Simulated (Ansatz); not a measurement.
CuO under changes of volume

One of the cells (10.029 Å³/atom); the others are scaled copies at fixed shape and fractional positions:

```
CELL_PARAMETERS angstrom
0.18960 -2.17229 -2.04314
-2.01972 0.10630 -1.95984
2.38320 2.28584 -4.38944
ATOMIC_POSITIONS crystal
Cu 0.45623 0.53069 0.48541
Cu 0.97428 0.98587 0.02436
O 0.80166 0.74472 0.73928
O 0.26782 0.23873 0.25095
```

The cell comes from a database or a generator and needn't be the stable form of this composition.

* Program: Ansatz 0.2.0
* Functional: LDA
* Potentials or basis: Ansatz PAW
* Cutoff: 420 eV (not typed: the program's choice for these potentials)
* k mesh: 10 × 10 × 5
* Occupations: fermi-dirac, width 0.05 eV
* Spin: no spin polarisation

| volume (Å³/atom) | energy over the lowest point (meV/atom) | pressure (GPa) | largest force (eV/Å) |
| --- | --- | --- | --- |
| 9.427 | 0.00 | -9.5 | 1.805 |
| 9.628 | 14.13 | -12.9 | 1.674 |
| 9.828 | 32.31 | -15.9 | 1.553 |
| 10.029 | 54.08 | -18.6 | 1.442 |
| 10.229 | 78.91 | -20.9 | 1.339 |
| 10.430 | 106.50 | -23.0 | 1.244 |
| 10.631 | ? | ? | ? |

Question: What does the run at 10.631 Å³/atom give?

Answer: Energy over the lowest point 136.49 meV/atom; pressure -24.7 GPa; largest force 1.156 eV/Å.

Worked out: A Birch-Murnaghan fit of order 3 (a polynomial in V^(-2/3)) to the other rows has no minimum within the range. It gives 136.44 meV/atom at 10.631 Å³/atom, against the run's 136.49, and -dE/dV = -24.7 GPa, against -24.7.

Energies are extrapolated to zero smearing.

Caveats: the run has no spin polarisation, though such a crystal can be magnetic; the PAW data sets come from PBE, with cores solved anew for the run's functional, which leaves a small shift of forces and pressure; forces of over 1 eV/Å show positions far from the minimum, so gaps and moduli don't describe the material at rest.
